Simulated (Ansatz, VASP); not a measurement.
# ZrC in VASP and in Ansatz

```xyz
2
Lattice="0.0000 2.3330 2.3330 2.3330 0.0000 2.3330 2.3330 2.3330 0.0000" Properties=species:S:1:pos:R:3 pbc="T T T"
Zr    2.3330    2.3330    2.3330
C     0.0000    0.0000    0.0000
```

Alike in both runs: task single point; functional PBE; k mesh 8 × 8 × 8; occupations fermi-dirac, width 0.05 eV; no spin polarisation.

```csv
,VASP,Ansatz
version,VASP 6.6.1,Ansatz 0.2.0
potentials or method,"VASP PAW PBE potentials, release 64 (Zr_sv, C)","plane waves, PAW"
plane-wave cutoff (eV),520,490
valence electrons in the cell,16,16
```

|  | VASP | Ansatz | Ansatz less VASP |
| --- | --- | --- | --- |
| pressure (GPa) | 6.7 | 6.4 | -0.26 |
